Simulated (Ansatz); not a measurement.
AlN (F-43m): volume and gaps against pressure

```
CELL_PARAMETERS angstrom
2.18490 2.18490 0.00000
-2.18490 2.18490 0.00000
0.00000 2.18490 2.18490
ATOMIC_POSITIONS crystal
Al 0.00000 0.00000 0.00000
N 0.25000 0.75000 0.50000
```

This is the zero-pressure cell under r²SCAN. Cell and atoms are relaxed by PAW (default files of Ansatz 0.2.0, cutoff 500 eV, stress met within about 0.05 GPa) at each pressure, in this structure whether or not another phase would take over; P is the pressure reached, less that of this cell. Levels come from r²SCAN, PAW on Ansatz 0.2.0's default frozen-core files (fitted under PBE), scalar-relativistic; k mesh 10×10×10, fixed occupations, cutoff 500 eV. Conduction levels are in eV over the valence top (at Γ), at fixed fractional wave vectors. Zone-centre phonons come from finite displacements by PAW, without the LO-TO term.

```
P (GPa)    V/V₀      X      Γ      L  T2 TO (cm⁻¹)
  -1.98  1.0097  3.933  4.753  8.093         654.5
   0.00  1.0000  3.941  4.842  8.185         663.5
   2.01  0.9906  3.949  4.929  8.274         672.5
   4.00  0.9818  3.956  5.013  8.360         681.1
   7.01       ?      ?      ?      ?             ?
  10.00  0.9572  3.976  5.254  8.605         705.8
  15.00  0.9388  3.990  5.441  8.795         725.0
```

Problem. Fit the third-order Birch-Murnaghan equation to the rows shown.

Solution. With f = [(V₀/V)^(2/3) − 1]/2, the normalised pressure F = P/[3f(1 + 2f)^(5/2)] is 210.6 GPa at f = -0.0032, 210.2 GPa at f = 0.0031, 210.1 GPa at f = 0.0062, 209.6 GPa at f = 0.0148, 209.2 GPa at f = 0.0215. The line F = B₀[1 + (3/2)(B′ − 4)f] gives B₀ = 210.4 GPa and B′ = 3.8.

Problem. What are the volume deformation potentials and pressure coefficients of these levels at zero pressure?

Solution. 

```csv
level,dE/dlnV (eV),dE/dP = −(dE/dlnV)/B₀ (meV/GPa),mean slope up to 2.0 GPa (meV/GPa)
X,-0.83,3.9,3.8
Γ,-9.30,44.2,43.5
L,-9.54,45.3,44.6
```

dE/dlnV is the slope of a cubic fit in ln V at V₀. The last column is read from two rows and shows how the slope bends with pressure.

Problem. What mode Grüneisen parameters follow?

Solution. γ = −d ln ω/d ln V at V₀ from a quadratic fit in ln V: T2 1.43.

Problem. What belongs in the row at 7.01 GPa?

Solution. The fits give V/V₀ = 0.9691 and X = 3.966 eV. Computed: V/V₀ = 0.9691, X = 3.966, Γ = 5.136, L = 8.486, T2 TO (cm⁻¹) = 693.7.

Keep in mind: this zinc-blende form is metastable at ambient conditions; no other phase was computed; many crystals of this kind change structure within this range, and rows or crossings beyond such a change describe a metastable lattice; frozen-core PAW files fitted under PBE, their cores solved anew for the functional of the run; semilocal gaps are low, and the spacing of valleys can be off by tenths of an eV; levels are read at fixed fractional k, so an edge that moves off these points is missed.
